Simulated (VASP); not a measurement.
# Al (P6_3/mmc) in VASP: further runs, part 2 of 2

VASP 6.6.1.

## Step 4: Single point, LDA

Contents of INCAR:

```
SYSTEM = Al
ALGO     = Normal         ! electronic algorithm
EDIFF    = 1E-6           ! SCF threshold, eV
ENCUT    = 520            ! plane-wave cutoff, eV
ISIF     = 2              ! what is computed and relaxed
ISMEAR   = -1             ! smearing method
LASPH    = .TRUE.         ! aspherical terms in the spheres
LCHARG   = .FALSE.        ! write CHGCAR
LREAL    = .FALSE.        ! projectors in reciprocal space
LWAVE    = .FALSE.        ! write WAVECAR
NBANDS   = 10             ! bands
NELM     = 80             ! most SCF steps
PREC     = Accurate       ! precision mode
SIGMA    = 0.1            ! smearing width, eV
```

Contents of KPOINTS:

```
k-points
0
G
  9 9 5
  0 0 0
```

Contents of POSCAR:

```
Al
1.0
    2.8124600000      0.0000000000      0.0000000000
   -1.4062300000      2.4356600000      0.0000000000
    0.0000000000      0.0000000000      4.8668500000
Al
2
Direct
    0.6666666667      0.3333333333      0.7500000000
    0.3333333333      0.6666666667      0.2500000000
```

Potentials or basis: VASP PAW LDA potentials, release 64 (Al).

On the command line:

```console
$ cat potpaw_LDA.64/Al/POTCAR > POTCAR
$ mpirun -np 1 vasp_std > vasp.out
```

OUTCAR:

```text
SYSTEM = Al
   EDIFF = 1E-6
   ENCUT = 520
   ISIF = 2
   ISMEAR = -1
   LASPH = .TRUE.
   LREAL = .FALSE.
   NELM = 80
   PREC = Accurate

 ion  position               nearest neighbor table
   1  0.667  0.333  0.750-   2 2.93   2 2.93   2 2.93   2 2.93   2 2.93   2 2.93
   2  0.333  0.667  0.250-   1 2.93   1 2.93   1 2.93   1 2.93   1 2.93   1 2.93

  LATTYP: Found a hexagonal cell.
 ALAT       =     2.8124600000
 C/A-ratio  =     1.7304601665

  Lattice vectors:

 A1 = (   2.8124600000,   0.0000000000,   0.0000000000)
 A2 = (  -1.4062300000,   2.4356600000,   0.0000000000)
 A3 = (   0.0000000000,   0.0000000000,   4.8668500000)

Analysis of symmetry for initial positions (statically):
=====================================================================
 Subroutine PRICEL returns:
 Original cell was already a primitive cell.

 Routine SETGRP: Setting up the symmetry group for a
 hexagonal supercell.

 Subroutine GETGRP returns: Found 24 space group operations
 (whereof 12 operations were pure point group operations)
 out of a pool of 24 trial point group operations.

The static configuration has the point symmetry D_3d.
 The point group associated with its full space group is D_6h.

[... 166 lines left out ...]
 fundamental gap:      0.2911573581
 Fermi energy:         7.7088594091

 k-point     1 :       0.0000    0.0000    0.0000
  band No.  band energies     occupation
      1      -3.3491      2.00000
      2       2.6054      2.00000
      3       2.9022      2.00000
      4      18.8121      0.00000
      5      18.9896      0.00000
      6      18.9896      0.00000
      7      19.2874      0.00000
      8      19.2874      0.00000
      9      19.8964      0.00000
     10      22.3279      0.00000
[... 287 lines left out ...]
 k-point    24 :       0.3333    0.3333    0.2000
  band No.  band energies     occupation
      1       4.8422      2.00000
      2       4.8422      2.00000
      3       5.0372      2.00000
      4       8.4042      0.00191
      5       8.6306      0.00020
      6       8.6306      0.00020
      7      13.2650      0.00000
      8      13.2650      0.00000
      9      13.5604      0.00000
     10      23.0665      0.00000

 [... further k-points ...]
[... 5 lines left out ...]
  --------------------------------------------------------------------------------------
  -------------------------------------------------------------------------------------
  Total       -0.6734884     -0.6734874     -0.5544564     -0.0000000     -0.0000000      0.0000000
  in kB      -32.3660493    -32.3660013    -26.6456913     -0.0000000     -0.0000000      0.0000000
  external PRESSURE =     -30.4592473 kB  Pullay stress =       0.0000000 kB

 VOLUME and BASIS-vectors are now :
 -----------------------------------------------------------------------------
  energy-cutoff  :      520.00
  volume of cell :       33.34
      direct lattice vectors                 reciprocal lattice vectors
     2.812460000  0.000000000  0.000000000     0.355560612  0.205283168  0.000000000
    -1.406230000  2.435660000  0.000000000     0.000000000  0.410566335  0.000000000
     0.000000000  0.000000000  4.866850000     0.000000000  0.000000000  0.205471712

 POSITION                                       TOTAL-FORCE (eV/Angst)
 -----------------------------------------------------------------------------------
      1.40623      0.81189      3.65014        -0.000000      0.000000      0.000000
     -0.00000      1.62377      1.21671         0.000000     -0.000000      0.000000
 -----------------------------------------------------------------------------------
    total drift:                                0.000000     -0.000000      0.000000

  FREE ENERGIE OF THE ION-ELECTRON SYSTEM (eV)
  ---------------------------------------------------
  free  energy   TOTEN  =        -8.3329911785 eV

  energy  without entropy=       -8.3140503735  energy(sigma->0) =       -8.32352078
```

OSZICAR:

```text
N       E                     dE             d eps       ncg     rms          rms(c)
DAV:   1    -0.107801566281E+01   -0.10780E+01   -0.23171E+03   720   0.474E+02
DAV:   2    -0.825650054745E+01   -0.71785E+01   -0.68605E+01   950   0.524E+01
DAV:   3    -0.839234919923E+01   -0.13585E+00   -0.13532E+00   958   0.607E+00
DAV:   4    -0.839278984267E+01   -0.44064E-03   -0.44062E-03   890   0.402E-01
DAV:   5    -0.839279231430E+01   -0.24716E-05   -0.24724E-05   896   0.298E-02    0.188E+00
DAV:   6    -0.835630265614E+01    0.36490E-01   -0.54864E-03   828   0.333E-01    0.106E+00
DAV:   7    -0.833316649880E+01    0.23136E-01   -0.12575E-02   806   0.494E-01    0.186E-01
DAV:   8    -0.833299161929E+01    0.17488E-03   -0.15872E-04  1002   0.692E-02    0.118E-02
DAV:   9    -0.833299117847E+01    0.44082E-06   -0.75491E-07   822   0.519E-03
   1 F= -.83329912E+01 E0= -.83235208E+01  d E =-.189408E-01
```

It took 4.4 s on 1 thread of AMD EPYC 9R45 (Zen 5), shared host; peak memory 0.1 GiB.

What came out:

- Free energy: -8.3330 eV
- Pressure: -3.0 GPa
- Band gap on the k mesh: none (metal or under the smearing width)

Levels at points of the mesh, in eV from the Fermi level:
```tsv
k point	band 1	band 2	band 3	band 4	band 5	band 6	band 7	band 8
(0.00, 0.00, 0.00)	-11.06	-5.10	-4.81	11.10	11.28	11.28	11.58	11.58
```

## Step 5: The runs side by side

```tsv
level	potentials or basis	gap on the mesh (eV)	pressure (GPa)
BLYP	VASP PAW PBE potentials, release 64 (Al)	none	3.7
r2SCAN	VASP PAW PBE potentials, release 64 (Al)	none	-3.1
LDA	VASP PAW LDA potentials, release 64 (Al)	none	-3.0
```

Alike in all rows: task single point; no spin polarisation; cell as given; k mesh 9 × 9 × 5; cutoff (eV) 520; smearing fermi-dirac 0.1 eV.

Caveats: the PAW data sets were made with another functional, which shifts forces and pressure a little (some runs).

Total energies depend on the potentials used, so only differences within one code and one set of settings carry meaning.
